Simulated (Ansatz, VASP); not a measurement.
**Cross-check of GaN between VASP and Ansatz**

Aim: how closely do two programs agree when they are given the same cell, functional and k mesh?

Main program and level: Ansatz 0.2.0; plane waves, with VASP 6.6.1 beside it; band structure at LDA.

The database entry behind the starting cell differs from later determinations by our own check (about 0.3 % short, ideal inner coordinate), so it need not match the best structure at ambient conditions.

## Step 1: Set-up

The structure is hexagonal, space group P6_3mc (No. 186). Conventional cell: a = 3.180 Å, b = 3.180 Å, c = 5.166 Å, α = 90.00°, β = 90.00°, γ = 120.00°. Ga has 4 N at 1.94 to 1.95 Å nearest. Nearest to N lie 4 Ga at 1.94 to 1.95 Å. Farther neighbours and most contacts between anions are not listed.

As a file:

```cif
data_structure
_symmetry_space_group_name_H-M 'P6_3mc'
_symmetry_Int_Tables_number 186
_cell_length_a 3.1800
_cell_length_b 3.1800
_cell_length_c 5.1660
_cell_angle_alpha 90.000
_cell_angle_beta 90.000
_cell_angle_gamma 120.000
_cell_volume 45.24
loop_
_atom_site_label
_atom_site_type_symbol
_atom_site_symmetry_multiplicity
_atom_site_Wyckoff_symbol
_atom_site_fract_x
_atom_site_fract_y
_atom_site_fract_z
_atom_site_occupancy
Ga1 Ga 2 b 0.66667 0.33333 0.49899 1
N1 N 2 b 0.66667 0.33333 0.87601 1
```

## Step 2: VASP: band structure, LDA

Levels along a path test the potential and the projectors away from the mesh points.

Lines of VASP's logs that name or quote its potential files are left out, and so is its time.

The input, INCAR:

```
SYSTEM = GaN
PREC = Accurate
ENCUT = 450
EDIFF = 1E-08
NELM = 100
ISMEAR = 0
SIGMA = 0.01
LREAL = .FALSE.
ALGO = Normal
GGA = CA
NBANDS = 24
LORBIT = 11
LWAVE = .TRUE.
LCHARG = .FALSE.
KPAR = 8
```

The input, POSCAR:

```
GaN
1.0
    3.1800000000      0.0000000000      0.0000000000
   -1.5900000000      2.7539607840      0.0000000000
    0.0000000000      0.0000000000      5.1660000000
Ga N
2 2
Direct
    0.6666666667      0.3333333333      0.4989852932
    0.3333333333      0.6666666667      0.9989852932
    0.6666666667      0.3333333333      0.8760147068
    0.3333333333      0.6666666667      0.3760147068
```

The input, KPOINTS:

```
Automatic mesh
0
Gamma
6 6 6
0 0 0
```

The input, KPOINTS_OPT:

```
Line mode
12
Line-mode
Reciprocal
  0.00000000   0.00000000   0.00000000 GAMMA
  0.50000000   0.00000000   0.00000000 M

  0.50000000   0.00000000   0.00000000 M
  0.33333333   0.33333333   0.00000000 K

  0.33333333   0.33333333   0.00000000 K
  0.00000000   0.00000000   0.00000000 GAMMA

  0.00000000   0.00000000   0.00000000 GAMMA
  0.00000000   0.00000000   0.50000000 A

  0.00000000   0.00000000   0.50000000 A
  0.50000000   0.00000000   0.50000000 L

  0.50000000   0.00000000   0.50000000 L
  0.33333333   0.33333333   0.50000000 H

  0.33333333   0.33333333   0.50000000 H
  0.00000000   0.00000000   0.50000000 A

  0.50000000   0.00000000   0.50000000 L
  0.50000000   0.00000000   0.00000000 M

  0.33333333   0.33333333   0.00000000 K
  0.33333333   0.33333333   0.50000000 H
```

The projector-augmented-wave data sets are Ga_d_GW and N_GW (LDA family, release 64).

Command:

```bash
> mpirun -np 8 vasp_std
```

Numbers of over 12 decimals in the logs are rounded to 6 here.

Log:

```text
[banner, memory and clock lines left out]
running    8 mpi-ranks, on    1 nodes
 distrk:  each k-point on    1 cores,    8 groups
 distr:  one band on    1 cores,    1 groups

 POSCAR found type information on POSCAR GaN
 POSCAR found :  2 types and       4 ions
|                                                                             |
|           W    W    AA    RRRRR   N    N  II  N    N   GGGG   !!!           |
|           W    W   A  A   R    R  NN   N  II  NN   N  G    G  !!!           |
|           W    W  A    A  R    R  N N  N  II  N N  N  G       !!!           |
|           W WW W  AAAAAA  RRRRR   N  N N  II  N  N N  G  GGG   !            |
|           WW  WW  A    A  R   R   N   NN  II  N   NN  G    G                |
|           W    W  A    A  R    R  N    N  II  N    N   GGGG   !!!           |
|                                                                             |
|     For optimal performance we recommend to set                             |
|       NCORE = 2 up to number-of-cores-per-socket                            |
|     NCORE specifies how many cores store one orbital (NPAR=cpu/NCORE).      |
|     This setting can greatly improve the performance of VASP for DFT.       |
|     The default, NCORE=1 might be grossly inefficient on modern             |
|     multi-core architectures or massively parallel machines. Do your        |
|     Unfortunately you need to use the default for GW and RPA                |
|     calculations (for HF NCORE is supported but not extensively tested      |
|     yet).                                                                   |
|                                                                             |

 LDA part: xc-table for (Slater(with rela. corr.)+CA(PZ))
 , standard interpolation
 POSCAR, INCAR and KPOINTS ok, starting setup
 FFT: planning ... GRIDC
 FFT: planning ... GRID_SOFT
 FFT: planning ... GRID
 WAVECAR not read
 entering main loop
       N       E                     dE             d eps       ncg     rms          rms(c)
DAV:   1     0.385192535446E+03    0.38519E+03   -0.18620E+04  1344   0.233E+03
DAV:   2     0.179150096345E+02   -0.36728E+03   -0.35487E+03  1536   0.534E+02
DAV:   3    -0.299335306801E+02   -0.47849E+02   -0.47335E+02  1632   0.234E+02
DAV:   4    -0.318928919728E+02   -0.19594E+01   -0.19556E+01  1840   0.560E+01
DAV:   5    -0.319296483425E+02   -0.36756E-01   -0.36752E-01  1712   0.687E+00    0.158E+01
DAV:   6    -0.279419438791E+02    0.39877E+01   -0.13011E+01  2592   0.628E+01    0.736E+00
DAV:   7    -0.279438935556E+02   -0.19497E-02   -0.11701E+00  1760   0.120E+01    0.459E+00
DAV:   8    -0.279058239545E+02    0.38070E-01   -0.22906E-01  2280   0.699E+00    0.909E-01
DAV:   9    -0.278915585460E+02    0.14265E-01   -0.66021E-02  2200   0.540E+00    0.104E-01
DAV:  10    -0.278918885046E+02   -0.32996E-03   -0.54519E-03  2120   0.922E-01    0.345E-02
DAV:  11    -0.278919092468E+02   -0.20742E-04   -0.15606E-04  2040   0.215E-01    0.106E-02
DAV:  12    -0.278919092754E+02   -0.28593E-07   -0.14982E-05  1928   0.112E-01    0.442E-03
DAV:  13    -0.278919089899E+02    0.28548E-06   -0.33713E-06  1944   0.236E-02    0.593E-04
DAV:  14    -0.278919089650E+02    0.24879E-07   -0.13119E-07  2008   0.442E-03    0.383E-04
DAV:  15    -0.278919089498E+02    0.15197E-07   -0.77500E-09  1192   0.969E-04    0.198E-04
DAV:  16    -0.278919089433E+02    0.65147E-08   -0.62330E-09  1024   0.118E-03
   1 F= -.27891909E+02 E0= -.27891909E+02  d E =-.411142E-16
 Start KPOINTS_OPT (optional k-point list driver)
k-point batch [1-28\108]
       N       E                     dE             ncg
DAV:   1     0.607589780932E+04   -0.23899E+05     1352
DAV:   2    -0.378196778529E+04   -0.98579E+04     1488
DAV:   3    -0.510019950536E+04   -0.13182E+04     1720
DAV:   4    -0.515128209893E+04   -0.51083E+02     1728
DAV:   5    -0.515285983842E+04   -0.15777E+01     1808
DAV:   6    -0.515292143722E+04   -0.61599E-01     1936
DAV:   7    -0.515292252898E+04   -0.10918E-02     1832
DAV:   8    -0.515292257527E+04   -0.46289E-04     1992
DAV:   9    -0.515292257601E+04   -0.73790E-06     1848
DAV:  10    -0.515292257603E+04   -0.19128E-07     1232
DAV:  11    -0.515292257603E+04   -0.39490E-08     1224
[...]
k-point batch [85-108\108]
       N       E                     dE             ncg
DAV:   1     0.681504944244E+04   -0.28600E+05     1152
DAV:   2    -0.161418470220E+04   -0.84292E+04     1304
DAV:   3    -0.269775675289E+04   -0.10836E+04     1488
DAV:   4    -0.273954168382E+04   -0.41785E+02     1400
DAV:   5    -0.274091692374E+04   -0.13752E+01     1584
DAV:   6    -0.274097749475E+04   -0.60571E-01     1560
DAV:   7    -0.274097858711E+04   -0.10924E-02     1576
DAV:   8    -0.274097862782E+04   -0.40711E-04     1624
DAV:   9    -0.274097862855E+04   -0.72069E-06     1608
DAV:  10    -0.274097862856E+04   -0.13289E-07      968
DAV:  11    -0.274097862856E+04   -0.21337E-08     1080
 writing wavefunctions
```

OUTCAR, selected parts (step 2):

```text
ion  position               nearest neighbor table
   1  0.667  0.333  0.499-   4 1.94   4 1.94   4 1.94   3 1.95
   2  0.333  0.667  0.999-   3 1.94   3 1.94   3 1.94   4 1.95
   3  0.667  0.333  0.876-   2 1.94   2 1.94   2 1.94   1 1.95
   4  0.333  0.667  0.376-   1 1.94   1 1.94   1 1.94   2 1.95

  LATTYP: Found a hexagonal cell.
 ALAT       =     3.1800000000
 C/A-ratio  =     1.6245283019

 Subroutine GETGRP returns: Found 12 space group operations
 (whereof  6 operations were pure point group operations)

The static configuration has the point symmetry C_3v.
 The point group associated with its full space group is C_6v.

 Found     28 irreducible k-points:

   k-points           NKPTS =     28   k-points in BZ     NKDIM =     28   number of bands    NBANDS=     24

   dimension x,y,z NGX =    24 NGY =   24 NGZ =   36
   dimension x,y,z NGXF=    48 NGYF=   48 NGZF=   72

   ENCUT  =  450.0 eV  33.07 Ry    5.75 a.u.   5.50  5.50  8.94*2*pi/ulx,y,z

   NELECT =      36.0000    total number of electrons

 k-points in reciprocal lattice and weights: Automatic mesh
   0.00000000  0.00000000  0.00000000       0.005
   0.16666667  0.00000000  0.00000000       0.028
   0.33333333  0.00000000  0.00000000       0.028
   0.50000000  0.00000000  0.00000000       0.014
   0.16666667  0.16666667  0.00000000       0.028
   0.33333333  0.16666667  0.00000000       0.056
   0.33333333  0.33333333  0.00000000       0.009
   0.00000000  0.00000000  0.16666667       0.009
   0.16666667  0.00000000  0.16666667       0.056
[...]
0.33333333  0.16666667  0.50000000       0.056
   0.33333333  0.33333333  0.50000000       0.009

 average (electrostatic) potential at core
       1 -64.8379       2 -64.8379       3 -64.4234       4 -64.4234

 E-fermi :   5.0235

 k-point     1 :       0.0000    0.0000    0.0000
  band No.  band energies     occupation
    ...
     14       3.9093      2.00000
     15       3.9093      2.00000
     16       4.9424      2.00000
     17       4.9707      2.00000
     18       4.9707      2.00000
     19       6.9720      0.00000
     20       9.1694      0.00000
     21      14.0918      0.00000
     22      14.7104      0.00000
     23      14.7104      0.00000
    ...

 k-point     2 :       0.1667    0.0000    0.0000
  band No.  band energies     occupation
    ...
     14       2.1953      2.00000
     15       3.2576      2.00000
     16       3.3859      2.00000
     17       4.6483      2.00000
     18       4.7234      2.00000
     19       8.4533      0.00000
     20      10.4414      0.00000
     21      13.0080      0.00000
     22      13.7826      0.00000
     23      15.2946      0.00000
    ...

 k-point     3 :       0.3333    0.0000    0.0000
  band No.  band energies     occupation
    ...
     14      -0.0056      2.00000
     15       1.0335      2.00000
     16       2.5331      2.00000
     17       3.6817      2.00000
     18       4.2063      2.00000
     19       9.8061      0.00000
     20      10.6198      0.00000
     21      11.5956      0.00000
     22      13.3227      0.00000
     23      15.1804      0.00000
    ...

  Total       -1.5221956     -1.5221956     -1.2421546      0.0000000      0.0000000      0.0000000
  in kB      -53.9065802    -53.9065802    -43.9892896      0.0000000      0.0000000      0.0000000
  external PRESSURE =     -50.6008166 kB  Pullay stress =       0.0000000 kB

  energy-cutoff  :      450.00
  volume of cell :       45.24
      direct lattice vectors                 reciprocal lattice vectors
     3.180000000  0.000000000  0.000000000     0.314465409  0.181556688  0.000000000
    -1.590000000  2.753960784  0.000000000     0.000000000  0.363113377  0.000000000
     0.000000000  0.000000000  5.166000000     0.000000000  0.000000000  0.193573364

 POSITION                                       TOTAL-FORCE (eV/Angst)
 -----------------------------------------------------------------------------------
      1.59000      0.91799      2.57776         0.000000      0.000000      0.000022
     -0.00000      1.83597      5.16076         0.000000     -0.000000      0.000022
      1.59000      0.91799      4.52549        -0.000000      0.000000     -0.000022
     -0.00000      1.83597      1.94249         0.000000      0.000000     -0.000022
 -----------------------------------------------------------------------------------
    total drift:                               -0.000000     -0.000000     -0.001127

  FREE ENERGIE OF THE ION-ELECTRON SYSTEM (eV)
  ---------------------------------------------------
  free  energy   TOTEN  =       -27.8919089433 eV

  energy  without entropy=      -27.8919089433  energy(sigma->0) =      -27.89190894

 total charge
# of ion       s       p       d       tot
------------------------------------------
    1        0.790   0.921  10.132  11.843
    2        0.790   0.921  10.132  11.843
    3        1.186   2.452   0.000   3.638
    4        1.186   2.452   0.000   3.638
--------------------------------------------------
tot          3.952   6.744  20.264  30.960

[... 3 further parts left out ...]
```

The run ends at a pressure of -5.06 GPa.

## Step 3: Ansatz: band structure, LDA

Ansatz runs on its default PAW (the set named soft_2) files.

The same cell, functional (in two slightly different forms), mesh and smearing now go to Ansatz, which takes its cutoff from its data sets.

The input, input.yaml:

```yaml
crystal:
  lattice:
    - [3.18, 0.0, 0.0]
    - [-1.59, 2.753960784, 0.0]
    - [0.0, 0.0, 5.166]
  atoms:
    - { symbol: Ga, position: [0.6666666667, 0.3333333333, 0.4989852932] }
    - { symbol: Ga, position: [0.3333333333, 0.6666666667, 0.9989852932] }
    - { symbol: "N", position: [0.6666666667, 0.3333333333, 0.8760147068] }
    - { symbol: "N", position: [0.3333333333, 0.6666666667, 0.3760147068] }
hamiltonian:
  xc: lda
  pseudopotentials: { kind: paw }
kpoints:
  mp_grid: { grid: [6, 6, 6] }
  band_path:
    path:
      - [0.0, 0.0, 0.0]
      - [0.13636, 0.0, 0.0]
      - [0.31818, 0.0, 0.0]
      - [0.5, 0.0, 0.0]
      - [0.4697, 0.06061, 0.0]
      - [0.40909, 0.18182, 0.0]
      - [0.34848, 0.30303, 0.0]
      - [0.30303, 0.30303, 0.0]
      - [0.18182, 0.18182, 0.0]
      - [0.06061, 0.06061, 0.0]
      - [0.0, 0.0, 0.0]
      - [0.0, 0.0, 0.18182]
      - [0.0, 0.0, 0.36364]
      - [0.0, 0.0, 0.5]
      - [0.13636, 0.0, 0.5]
      - [0.31818, 0.0, 0.5]
      - [0.5, 0.0, 0.5]
      - [0.4697, 0.06061, 0.5]
      - [0.40909, 0.18182, 0.5]
      - [0.34848, 0.30303, 0.5]
      - [0.30303, 0.30303, 0.5]
      - [0.18182, 0.18182, 0.5]
      - [0.06061, 0.06061, 0.5]
      - [0.5, 0.0, 0.5]
      - [0.5, 0.0, 0.31818]
      - [0.5, 0.0, 0.13636]
      - [0.5, 0.0, 0.0]
      - [0.33333, 0.33333, 0.13636]
      - [0.33333, 0.33333, 0.31818]
      - [0.33333, 0.33333, 0.5]
    npoints: 1
scf:
  occupations: { method: gaussian, width: 0.01 }
  n_extra_bands: 8
output:
  forces: true
  stress: true
  eigenvalues: true
```

Command:

```bash
> ansatz run input.yaml --threads 2 --pin off --max-ram 4608MiB --backend cpu --events-out ev --progress --plain --runs-dir out
```

Log:

```text
scf.n_extra_bands = 8 over 18 filled bands (N_el = 36.0): the run solves 26 bands
Engine: ansatz 0.2.0, aarch64-unknown-linux-gnu
Pseudopotentials: kind: paw
Pseudopotential: Ga, paw, valence charge 13, recommended cutoff 420 eV (normal), Ga.paw.azcp
Pseudopotential: N, paw, valence charge 5, recommended cutoff 420 eV (normal), N.paw.azcp
Functional definition: SPW92
  exchange = slater_x
  correlation = pw_c
Crystal: 4 atoms, lattice volume = 45.242 Å³
Basis set: ecut = 420 eV, 881 PW (Γ)
Bands: 26, of which v1, the nominal top of the filled ones, is band 18 counted from 1 (17 counted from 0)
Symmetry: 12 space group operations
Space group: P63mc (ITA 186), of the structure as read, at distance tolerance 3.6e-5 Å
k-points: 28 of 216 (time reversal used)
Non-local potential: Ga, projectors of the file, l = 0: 2, l = 1: 2, l = 2: 3, l = 3: 1
Non-local potential: N, projectors of the file, l = 0: 2, l = 1: 2, l = 2: 1
PAW form: soft (Blöchl's): semilocal exchange-correlation on the pseudo side does not see the compensation charge
PAW frozen core: Ga, regenerated for the run's functional, and the local potential with it (the file was generated under x = pbe(κ = 0.804, μ = 0.219515), c = pbe(β = 0.066725))
PAW frozen core: N, regenerated for the run's functional, and the local potential with it (the file was generated under x = pbe(κ = 0.804, μ = 0.219515), c = pbe(β = 0.066725))
PAW one-centre angular grid: Ga, 590 points (default); XC on 64 Gauss nodes
PAW one-centre angular grid: N, 110 points (default); XC on 64 Gauss nodes
Initial density: superposition of atomic densities (neutral atoms: chi_scale 0, normalization atom), corrected by the library's trained network
Initial wavefunctions: pseudopotential atomic-orbital guess
Functional: x = slater, c = lda
SCF iter   1: F=—  HF=-8164.192825 eV  |F-HF|=—  |Δ(HF+E_count)|=         —  Δρ=1.34e-2  dr2=7.77e-2  ethr=1.77e-3  ⟨swp⟩=5.1  Hψ=3026  notcnv=0
preconditioner: auto → Resta (q_TF=auto, 2.626 Å⁻¹)  ε∞=4.1  [insulator: Δε(μ)=1.881 eV  Ē_g=18.742 eV  σ=0.010 eV  W_gap=1.00  n_scr=22 (ndim 8)  ℏωp=33.1 eV  f_vac=0.009  D(μ)=0.00/eV (n_scr^D=0)  ε∞_Penn≈4.1]
SCF iter   2: F=—  HF=-8164.175475 eV  |F-HF|=—  |Δ(HF+E_count)|=   1.74e-2  Δρ=6.27e-3  dr2=1.95e-2  ethr=2.16e-4  ⟨swp⟩=2.0  Hψ=1085  notcnv=0  defer=79
SCF iter   3: F=—  HF=-8164.170524 eV  |F-HF|=—  |Δ(HF+E_count)|=   4.95e-3  Δρ=1.71e-3  dr2=5.50e-4  ethr=5.42e-5  ⟨swp⟩=2.8  Hψ=1172  notcnv=0  defer=85
SCF iter   4: F=—  HF=-8164.169886 eV  |F-HF|=—  |Δ(HF+E_count)|=   6.38e-4  Δρ=5.83e-4  dr2=7.43e-5  ethr=1.53e-6  ⟨swp⟩=2.0  Hψ=1284  notcnv=0  defer=85
SCF iter   5: F=—  HF=-8164.169862 eV  |F-HF|=—  |Δ(HF+E_count)|=   2.37e-5  Δρ=5.45e-5  dr2=1.36e-6  ethr=2.07e-7  ⟨swp⟩=2.0  Hψ=1147  notcnv=0  defer=85
SCF iter   6: F=-8164.169862 eV  HF=-8164.169862 eV  |F-HF|=5.62e-9  |Δ(HF+E_count)|=   7.06e-8  Δρ=1.53e-5  dr2=9.41e-8  ethr=2.78e-10  ⟨swp⟩=7.5  Hψ=3237  notcnv=0
SCF 1 converged in 6 iterations: F = -8164.169862 eV  dr2 = 9.41e-8
  greatest PAW one-centre occupation: 0.996 electrons in one spin orbital (limit 2), on the Ga atom at site 0 (counted from 0), in its partial waves of l = 2
NSCF: frozen V_eff on 30 k-points
SCF converged after 6 iterations
Free energy (F): -8164.169862 eV
Harris-Foulkes:  -8164.169862 eV  (|F-HF|=5.62e-9)
Internal energy: -8164.169862 eV  (E = F + TS)
E sigma→0 (E₀):  -8164.169862 eV
Fermi energy:    10.465480 eV
--- Per-component energies (eV) ---
  E_band       = -20.295056
  E_kinetic    = 494.156350
  E_local      = -3895.778149  (includes V_loc(G=0)·N_el)
  E_nonlocal   = 955.265447
  E_hartree    = 1788.378504
  E_xc         = -255.703744
  E_vxc        = -268.456508  (∫ρ·V_xc dr)
  E_paw        = -4070.319743  (= ΣΔE_a)
  E_vpaw       = -882.246904  (= ΣTr[D̂ρ^β])
  E_aug_tail   = 0.000014  (compensation charges beyond the density's cutoff)
  E_ewald      = -3183.785590
  E_core_change = 3.617048  (= ΣΔE_core)
  E_smearing   = -0.000000  (= −TS)
  E_closure    = 0.000000  (closes the sum)
  Σ components = -8164.169862   (vs F -8164.169862, Δ=0.00e0)
--- Forces (eV/Å), atoms counted from 1 ---
  atom   1  Ga    -0.00000000    -0.00000000    -0.00137949
  atom   2  Ga     0.00000000     0.00000000    -0.00137949
  atom   3  N     -0.00000000    -0.00000000     0.00137536
  atom   4  N     -0.00000000     0.00000000     0.00137536
  max |Σ_I F_I| component: 8.27e-6 eV/Å
--- Stress (GPa, compression-positive) ---
       -4.808123       0.000000      -0.000000
        0.000000      -4.808123       0.000000
       -0.000000       0.000000      -3.812477
  P = ⅓ Tr σ = -4.4762 GPa (-44.762 kbar)
--- Band table (eV; the first three rows and the last of 28) ---
  k-point 0: bands = [... 14 lower, 8.4095, 9.4448, 9.4732, 9.4732, 11.4578, 13.6585, 18.5886, 19.2203, ... 4 higher]
  k-point 1: bands = [... 14 lower, 8.4774, 8.6446, 9.3987, 9.3987, 12.1205, 13.7182, 18.3946, 19.2544, ... 4 higher]
  k-point 2: bands = [... 14 lower, 8.6646, 8.6646, 9.1965, 9.1965, 13.0914, 13.8253, 17.9865, 18.3933, ... 4 higher]
  k-point 27: bands = [... 14 lower, 5.1826, 5.1826, 7.9795, 7.9795, 15.8477, 15.8477, 16.6939, 16.6939, ... 4 higher]
```

It took 5.6 s on 2 threads of Arm Neoverse N1, shared host; peak memory 0.31 GiB.

## Step 4: Comparison

Known differences besides the potentials themselves: the two LDA forms differ slightly; the cutoff is 420 eV in Ansatz and 450 eV in VASP; VASP's log shows a relativistic correction to its local exchange, Ansatz's none. Total energies have different zeros and are not compared.

The two programs side by side:

```tsv
quantity	Ansatz	VASP	difference
gap over the path points (eV)	1.985	2.001	-0.017
```

Levels at points of the path, from each program's valence-band top (eV; 4 filled, then empty):

```tsv
k (reciprocal lattice)	Ansatz	VASP
0.000 0.000 0.000	-1.06 -0.03 0.00 0.00 1.99 4.18 9.12	-1.06 -0.03 0.00 0.00 2.00 4.20 9.12
0.136 0.000 0.000	-1.43 -1.30 -0.22 -0.17 3.13 5.16 8.38	-1.43 -1.30 -0.22 -0.17 3.15 5.18 8.38
0.318 0.000 0.000	-3.77 -2.37 -1.18 -0.72 4.76 5.68 6.75	-3.76 -2.37 -1.18 -0.72 4.77 5.69 6.74
0.500 0.000 0.000	-4.29 -2.81 -2.26 -1.02 4.92 5.54 5.96	-4.29 -2.81 -2.26 -1.01 4.92 5.54 5.96
0.470 0.061 0.000	-4.26 -2.98 -2.27 -1.17 5.17 5.68 5.92	-4.26 -2.98 -2.28 -1.17 5.17 5.68 5.93
0.409 0.182 0.000	-4.41 -3.62 -2.45 -2.04 5.44 6.71 6.73	-4.40 -3.63 -2.45 -2.04 5.43 6.73 6.73
0.348 0.303 0.000	-5.28 -3.21 -2.88 -2.74 5.05 7.61 7.83	-5.27 -3.21 -2.88 -2.74 5.04 7.63 7.85
0.303 0.303 0.000	-4.97 -3.43 -2.67 -2.67 5.12 7.46 7.89	-4.97 -3.43 -2.67 -2.67 5.10 7.47 7.91
0.182 0.182 0.000	-4.03 -2.73 -1.24 -1.08 5.26 6.75 7.15	-4.02 -2.73 -1.24 -1.08 5.27 6.75 7.16
0.061 0.061 0.000	-1.37 -0.83 -0.14 -0.12 2.78 4.84 8.85	-1.37 -0.82 -0.14 -0.12 2.80 4.86 8.85
```

Among the levels compared at these points, filled levels agree within 5 meV and empty ones within 19 meV. Not compared: the pressure (VASP's GW data sets at this cutoff don't carry it).

## Step 5: Results

| Item | Value |
| --- | --- |
| difference in gap over the path points (band structure, LDA) | -0.017 eV |

In words: The difference in gap over the path points is -0.017 eV (band structure, LDA), within the 0.08 eV picked in this series as the mark of a large difference. Such differences can come from data sets, numerical settings and the points named under the comparisons, not from the functional's error against experiment.

[Lines on the potential files, build, host, timing and source positions are cut from VASP's logs without a mark.]

[Logs are printed without paths, hosts, clocks, repeated set-up lines and the standing remarks that a program may print on its own settings, such as how far it seeks lower states.]

[Hosts, paths, dates, database ids (printed as entryN), source tags and the programs' standing remarks are cut or masked in the printed files.]
